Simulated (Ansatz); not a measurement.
PbSe (Clausthalite): single point with PBE

**Experimental background.**

A printed reference work, monograph reports, for a bulk crystal of PbSe at 4.2 K: band gap 0.15 eV (direct).

Crystal: PbSe (Clausthalite).

```
Pb Se
1.0
     0.00000    3.06065    3.06065
     3.06065    0.00000    3.06065
     3.06065    3.06065    0.00000
Pb Se
1 1
Direct
  0.00000 0.00000 0.00000
  0.50000 0.50000 0.50000
```

```json
{"Program": "Ansatz 0.2.0", "Task": "single point", "Functional": "PBE", "Potentials or basis": "all-electron LAPW, scalar-relativistic", "Cutoff": "188 eV (chosen from the basis error)", "Basis error allowed": "0.001 eV/atom", "k mesh": "8 × 8 × 8", "Occupations": "gaussian, width 0.021 eV", "Spin": "no spin polarisation"}
```

- Pressure: 2.4 GPa
- Band gap on the k mesh: 0.28 eV, direct

Levels at points of the mesh, in eV from the valence-band top:
| k point | band 26 | band 27 | band 28 | band 29 | band 30 | band 31 | band 32 | band 33 | band 34 | band 35 |
| --- | --- | --- | --- | --- | --- | --- | --- | --- | --- | --- |
| (0.00, 0.00, 0.00) | -13.60 | -6.30 | -1.89 | -1.89 | -1.89 | 4.71 | 4.71 | 4.71 | 6.52 | 6.52 |
| (0.00, 0.00, -0.50) | -12.54 | -8.80 | -1.48 | -1.48 | 0.00 | 0.28 | 1.69 | 1.69 | 8.54 | 10.17 |
| (0.00, -0.50, -0.50) | -12.17 | -7.38 | -4.99 | -3.24 | -3.24 | 3.69 | 5.60 | 5.60 | 6.04 | 11.33 |

Wall time 5.7 s on 1 thread of Intel(R) Xeon(R) Platinum 8488C (Sapphire Rapids), with other jobs on the host, peak memory 0.31 GiB.

Measured gap of PbSe: 0.15 eV (direct; 4.2 K; a printed reference work, monograph). This calculation gives 0.28 eV (+0.13 eV). 2 values of this kind are on record (0.15 to 0.28 eV); this one was drawn at random. Spin-orbit coupling on Pb, Se is left out. The value is that of PBE on a finite k mesh, which can miss the band edges, without temperature or zero-point motion.

Caveat: spin-orbit coupling is left out, which as a rule narrows the gap of such compounds by several tenths of an eV.
